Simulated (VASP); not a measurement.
# AlN (P6_3/mmc) in VASP: notebook

The runs below take AlN through single point, with PBEsol.

Program: VASP 6.6.1. These are calculated values, not measurements. Logs are shortened: lines on timing, memory, paths and dates and some standing lists are left out, and cuts for length are marked.

## Step 1: The structure

Symmetry: P6_3/mmc, No. 194, hexagonal system. Conventional cell: a = 3.312 Å, b = 3.312 Å, c = 4.188 Å, α = 90.00°, β = 90.00°, γ = 120.00°. Al (site symmetry -6m2) is surrounded by 5 N at 1.91 to 2.09 Å. Around N (site symmetry -6m2) lie 5 Al at 1.91 to 2.09 Å.

Measurements of this composition are mostly on another form, of space group No. 186.

## Step 2: Single point, PBEsol

The input, INCAR:

```
PREC     = Low            # precision mode
ENCUT    = 550            # plane-wave cutoff, eV
EDIFF    = 1E-6           # SCF threshold, eV
ISMEAR   = 0              # smearing method
SIGMA    = 0.05           # smearing width, eV
LREAL    = False          # projectors in reciprocal space
LASPH    = True           # aspherical terms in the spheres
NELM     = 100            # most SCF steps
ALGO     = Normal         # electronic algorithm
ISIF     = 2              # what is computed and relaxed
LWAVE    = False          # write WAVECAR
LCHARG   = False          # write CHGCAR
GGA      = PS             # functional
ADDGRID  = False
```

The input, KPOINTS:

```
regular mesh
0
Gamma
  10 10 7
```

The input, POSCAR:

```
AlN
1.0
    3.3121157418      0.0000000000      0.0000000000
   -1.6560578709      2.8683763727      0.0000000000
    0.0000000000      0.0000000000      4.1875630000
Al N
2 2
Direct
    0.6666666667      0.3333333333      0.2500000000
    0.3333333333      0.6666666667      0.7500000000
    0.6666666667      0.3333333333      0.7500000000
    0.3333333333      0.6666666667      0.2500000000
```

Potentials or basis: VASP PAW PBE potentials, release 64 (Al, N).

Launch:

```sh
$ cat potpaw_PBE.64/Al/POTCAR potpaw_PBE.64/N/POTCAR > POTCAR
$ mpirun -np 1 vasp_std > vasp.out
```

OUTCAR:

```text
PREC = Low
   ENCUT = 550
   EDIFF = 1E-6
   ISMEAR = 0
   LREAL = False
   LASPH = True
   NELM = 100
   ISIF = 2
   GGA = PS

 Found     56 irreducible k-points:

 Following reciprocal coordinates:
            Coordinates               Weight
  0.000000  0.000000  0.000000      1.000000
  0.100000 -0.000000  0.000000      6.000000
  0.200000 -0.000000  0.000000      6.000000
  0.300000 -0.000000  0.000000      6.000000
  0.400000 -0.000000  0.000000      6.000000
  0.500000  0.000000  0.000000      3.000000
   k-points           NKPTS =     56   k-points in BZ     NKDIM =     56   number of bands    NBANDS=     12
   number of dos      NEDOS =    301   number of ions     NIONS =      4
   total plane-waves  NPLWV =   9600
   dimension x,y,z NGX =    20 NGY =   20 NGZ =   24
   dimension x,y,z NGXF=    20 NGYF=   20 NGZF=   28
   ions per type =               2   2
   NGX,Y,Z   is equivalent  to a cutoff of  10.04, 10.04,  9.53 a.u.
   NGXF,Y,Z  is equivalent  to a cutoff of  10.04, 10.04, 11.12 a.u.
 SYSTEM =  unknown system
   PREC   = low       normal or accurate (medium, high low for compatibility)
   ISTART =      0    job   : 0-new  1-cont  2-samecut
   ICHARG =      2    charge: 1-file 2-atom 10-const
   ISPIN  =      1    spin polarized calculation?
   LNONCOLLINEAR =      F non collinear calculations
   LSORBIT =      F    spin-orbit coupling
   LASPH  =      T    aspherical Exc in radial PAW
   ENCUT  =  550.0 eV  40.42 Ry    6.36 a.u.   6.33  6.33  8.01*2*pi/ulx,y,z
   NELM   =    100;   NELMIN=  2; NELMDL= -5     # of ELM steps
   EDIFF  = 0.1E-05   stopping-criterion for ELM
   LREAL  =      F    real-space projection
   EDIFFG = 0.1E-04   stopping-criterion for IOM
   NSW    =      0    number of steps for IOM
   IBRION =     -1    ionic relax: 0-MD 1-quasi-New 2-CG
   NFREE  =      0    steps in history (QN), initial steepest desc. (CG)
   ISIF   =      2    stress and relaxation
   ISYM   =      2    0-nonsym 1-usesym 2-fastsym
   POTIM  = 0.5000    time-step for ionic-motion
   TEBEG  =    0.0;   TEEND  =   0.0 temperature during run
   PSTRESS=    0.0 pullay stress
   NELECT =      16.0000    total number of electrons
   NUPDOWN=      -1.0000    fix difference up-down
   EMIN   =  10.00;   EMAX   =-10.00  energy-range for DOS
   EFERMI =   0.00;   METHOD = LEGACY
   ISMEAR =     0;   SIGMA  =   0.05  broadening in eV -4-tet -1-fermi 0-gaus
   EFERMI_NEDOS =   21; number of points for ismear=-14 and -15
   IALGO  =     38    algorithm
   IMIX   =      4    mixing-type and parameters
     AMIX     =   0.40;   BMIX     =  1.00
     AMIX_MAG =   1.60;   BMIX_MAG =  1.00
  volume/ion in A,a.u.               =       9.95        67.12
  Fermi-wavevector in a.u.,A,eV,Ry     =   1.208409  2.283561 19.867927  1.460251
  Thomas-Fermi vector in A             =   2.344017
   LORBIT       =      0    0 simple, 1 ext, 2 COOP (PROOUT), +10 PAW based schemes
   GGA     = PS    functional components
   LHFCALC =     F    Hartree Fock is set to
   AEXX    =    0.0000 exact exchange contribution
   IVDW    =     0    specifies the selected vdW correction
   LEPSILON=     F    determine dielectric tensor
   LRPA    =     F    only Hartree local field effects (RPA)
 non-spin polarized calculation
 Gauss-broadening in eV      SIGMA  =   0.05
  energy-cutoff  :      550.00
  volume of cell :       39.78
 maximum number of plane-waves:      1193
   NGX = 13   NGY = 13   NGZ = 17

 number of electron      15.9999935 magnetization

 Free energy of the ion-electron system (eV)
  ---------------------------------------------------
  ext. energy  EPLUGINS =         0.00000000
  ---------------------------------------------------
  free energy    TOTEN  =       -30.93788215 eV

  energy without entropy =      -30.93788215  energy(sigma->0) =      -30.93788215

 E-fermi :   8.0591     XC(G=0): -11.3531

 val. band max:        7.8603550723   @ k =   0.0000   0.0000   0.0000
 cond. band min:      11.0475397656   @ k =   0.0000   0.0000   0.0000
 fundamental gap:      3.1871846933
 Fermi energy:         8.0590741764

 k-point     1 :       0.0000    0.0000    0.0000
  band No.  band energies     occupation
      1      -8.9060      2.00000
      2      -5.2323      2.00000
      3       0.9375      2.00000
      4       4.5765      2.00000
      5       4.5768      2.00000
      6       6.2442      2.00000
      7       6.2446      2.00000
      8       7.8604      2.00000
      9      11.0475      0.00000
     10      12.1982      0.00000
     11      15.9935      0.00000
     12      15.9936      0.00000

 k-point     2 :       0.1000   -0.0000    0.0000
  band No.  band energies     occupation
      1      -8.7911      2.00000
      2      -5.2280      2.00000
      3       1.0611      2.00000
      4       4.1579      2.00000
      5       4.4098      2.00000
      6       5.8264      2.00000
      7       6.3059      2.00000
      8       7.6658      2.00000
      9      11.5749      0.00000
     10      12.6335      0.00000
     11      15.5372      0.00000
     12      16.3000      0.00000

 k-point     3 :       0.2000   -0.0000    0.0000
  band No.  band energies     occupation
      1      -8.4585      2.00000
      2      -5.2461      2.00000
      3       1.4234      2.00000
      4       3.2034      2.00000
      5       4.0495      2.00000
      6       5.0173      2.00000
      7       6.3932      2.00000
      8       7.1169      2.00000
      9      12.4311      0.00000
     10      13.4574      0.00000
     11      15.2019      0.00000
     12      17.1853      0.00000

 k-point     4 :       0.3000   -0.0000    0.0000
  band No.  band energies     occupation
      1      -7.9502      2.00000
      2      -5.3653      2.00000
      3       1.9934      2.00000
      4       2.2318      2.00000
      5       3.6911      2.00000
      6       4.2566      2.00000
      7       6.3135      2.00000
      8       6.4220      2.00000
      9      12.3007      0.00000
     10      14.2813      0.00000
     11      15.9407      0.00000
     12      16.0033      0.00000

 k-point     5 :       0.4000   -0.0000    0.0000
  band No.  band energies     occupation
      1      -7.3685      2.00000
      2      -5.6409      2.00000
      3       1.5770      2.00000
      4       2.6779      2.00000
      5       3.4433      2.00000
      6       3.7234      2.00000
      7       5.4366      2.00000
      8       6.4107      2.00000
      9      11.8134      0.00000
     10      14.7875      0.00000
     11      15.1699      0.00000
     12      16.8043      0.00000

 k-point     6 :       0.5000    0.0000    0.0000
  band No.  band energies     occupation
      1      -7.0298      2.00000
      2      -5.8673      2.00000
      3       1.3558      2.00000
      4       3.0970      2.00000
      5       3.3559      2.00000
      6       3.5295      2.00000
      7       4.9431      2.00000
      8       6.4011      2.00000
      9      11.6149      0.00000
     10      14.8808      0.00000
     11      14.9123      0.00000
     12      17.1234      0.00000

 [... further k-points ...]

------------------------ aborting loop because EDIFF is reached ----------------------------------------

  FORCE on cell =-STRESS in cart. coord.  units (eV):
  Direction    XX          YY          ZZ          XY          YZ          ZX
  --------------------------------------------------------------------------------------
  -------------------------------------------------------------------------------------
  Total       -0.8201426     -0.8201426     -1.0257800      0.0000000      0.0000000      0.0000000
  in kB      -33.0291182    -33.0291182    -41.3106292      0.0000000      0.0000000      0.0000000
  external PRESSURE =     -35.7896218 kB  Pullay stress =       0.0000000 kB

 VOLUME and BASIS-vectors are now :
 -----------------------------------------------------------------------------
  energy-cutoff  :      550.00
  volume of cell :       39.78
      direct lattice vectors                 reciprocal lattice vectors
     3.312115742  0.000000000  0.000000000     0.301921816  0.174314642  0.000000000
    -1.656057871  2.868376373  0.000000000     0.000000000  0.348629284  0.000000000
     0.000000000  0.000000000  4.187563000     0.000000000  0.000000000  0.238802377

 POSITION                                       TOTAL-FORCE (eV/Angst)
 -----------------------------------------------------------------------------------
      1.65606      0.95613      1.04689        -0.000000      0.000000      0.000000
     -0.00000      1.91225      3.14067         0.000000     -0.000000      0.000000
      1.65606      0.95613      3.14067        -0.000000     -0.000000      0.000000
     -0.00000      1.91225      1.04689         0.000000      0.000000      0.000000
 -----------------------------------------------------------------------------------
    total drift:                               -0.000000     -0.000000     -0.000000

  FREE ENERGIE OF THE ION-ELECTRON SYSTEM (eV)
  ---------------------------------------------------
  free  energy   TOTEN  =       -30.9378821454 eV

  energy  without entropy=      -30.9378821454  energy(sigma->0) =      -30.93788215
```

It took 6 s on 1 thread of Intel Xeon 6975P-C (Granite Rapids), shared host; peak memory 0.12 GiB.

These settings aren't checked as converged: the numbers below hold their error.

Results:

* Free energy: -30.9379 eV
* Pressure: -3.6 GPa
* Band gap on the k mesh: 3.19 eV, direct

Caveat: the PAW data sets were made with another functional, which shifts forces and pressure a little; an odd mesh through Γ misses points on the zone boundary, where band edges often lie.

## Step 3: Single point, PBEsol

INCAR is that of step 2.

KPOINTS is that of step 2.

The input, POSCAR:

```
AlN
1.0
    3.3121157418      0.0000000000      0.0000000000
   -1.6560578709      2.8683763727      0.0000000000
    0.0000000000      0.0000000000      4.1875630000
Al N
2 2
Direct
    0.6237580000      0.3299140000      0.2556100000
    0.3117670000      0.6288490000      0.7350250000
    0.6903480000      0.3199170000      0.7468030000
    0.3351220000      0.6696830000      0.2481240000
```

Potentials or basis: VASP PAW PBE potentials, release 64 (Al, N).

Launch:

```sh
$ cat potpaw_PBE.64/Al/POTCAR potpaw_PBE.64/N/POTCAR > POTCAR
$ mpirun -np 1 vasp_std > vasp.out
```

Wall time 32 s (1 thread of Intel Xeon 6975P-C (Granite Rapids), shared host); peak memory 0.24 GiB.

These settings aren't checked as converged: the numbers below hold their error.

What came out:

```yaml
Free_energy: -30.5476 eV
Pressure: -0.2 GPa
Largest_force: 2.822 eV/Å
Band_gap_on_the_k_mesh: 3.09 eV, direct
```

Caveat: the PAW data sets were made with another functional, which shifts forces and pressure a little; an odd mesh through Γ misses points on the zone boundary, where band edges often lie.

## Step 4: For comparison

An earlier run on the cell as given: functional PBE; potentials or basis VASP PAW PBE potentials, release 64 (Al, N); cutoff 520 eV; k mesh 9 × 9 × 7; occupations fermi-dirac, width 0.05 eV; no spin polarisation.

* Pressure: 0.0 GPa
* Band gap on the k mesh: 3.27 eV, direct
